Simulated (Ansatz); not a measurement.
Runs of Ansatz 0.2.0 on Re. Symmetry: P6_3/mmc, No. 194, hexagonal system. Conventional cell: a = 2.766 Å, b = 2.766 Å, c = 8.939 Å, α = 90.00°, β = 90.00°, γ = 120.00°. Re (site symmetry -6m2) is surrounded by 12 Re at 2.75 to 2.77 Å. Re (site symmetry -3m) has 12 Re at 2.75 to 2.77 Å as nearest neighbours. 

```tsv
task	level	spin	cell	cutoff (eV)	points for each segment of the path	gap on the mesh (eV)	pressure (GPa)
relaxation of cell and atoms	r2SCAN+rVV10	off	relaxed	500	-	-	0.0
band structure	BLYP	off	as given	420	14	none	16.9
band structure	LDA	SOC, no magnetisation	as given	420	14	none	-11.8
band structure	PBEsol	SOC, no magnetisation	as given	420	14	none	(a)
```

Alike in all rows: potentials or basis Ansatz PAW; k mesh 11 × 11 × 3; smearing fermi-dirac 0.05 eV.

Q: Fill in the values left out.

A: (a) -6.1.

Caveats: the PAW data sets come from PBE, with cores solved anew for the run's functional, which leaves a small shift of forces and pressure; the plane-wave basis is chosen anew once the cell has moved, so the energies of steps on either side of that aren't comparable (some runs); so large a pressure means that the cell lies far from this level's equilibrium, or that cutoff or potentials fall short (some runs); spin-orbit coupling is left out, which moves the levels of the heavy elements (some runs).

A k mesh can miss the band edges, and rows without SOC leave out spin-orbit coupling on Re.

A gap of «none» marks a metal or a gap under the smearing width.

Runs at the PBE level aren't shown here.
